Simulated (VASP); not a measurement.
Here is a VASP 6.6.1 calculation.

Contents of run.py:

```python
from ase.calculators.vasp import Vasp
from ase.dft.bandgap import bandgap
from ase.io import read

atoms = read('POSCAR')
calc = Vasp(
    directory='calc',
    xc='rpbe',
    pp='PBE',
    setups={'base': 'minimal', 'Li': '_GW', 'H': '_GW'},
    prec='Accurate',
    encut=550,
    ediff=1e-06,
    ismear=0,
    sigma=0.05,
    lreal=False,
    lasph=True,
    nelm=100,
    algo='Normal',
    isif=2,
    lwave=False,
    lcharg=False,
    kpts=[11, 11, 11],
    gamma=True,
)
atoms.calc = calc

print('energy (eV):', atoms.get_potential_energy())
print('free energy (eV):', atoms.get_potential_energy(force_consistent=True))
print('forces (eV/A):')
print(atoms.get_forces())
print('stress (eV/A^3, Voigt):', atoms.get_stress())
print('Fermi level (eV):', calc.get_fermi_level())
gap, top, bottom = bandgap(calc)
print('band gap (eV):', gap, 'from (spin, k, band)', top, 'to', bottom)
```

File POSCAR:

```
LiH
1.0
    0.0000000000      2.0367500000      2.0367500000
    2.0367500000      0.0000000000      2.0367500000
    2.0367500000      2.0367500000      0.0000000000
Li H
1 1
Direct
    0.0000000000      0.0000000000      0.0000000000
    0.5000000000      0.5000000000      0.5000000000
```

Potentials or basis: VASP PAW PBE potentials, release 64 (Li_GW, H_GW).

The run is started by

```sh
$ python run.py
```

Task: Predict the band gap on the k mesh.

Result: 3.36 eV, direct.

Task: Estimate the pressure.

Result: -0.4 GPa.

Caveat: the PAW data sets were made with another functional, which shifts forces and pressure a little; an odd mesh through Γ misses points on the zone boundary, where band edges often lie.
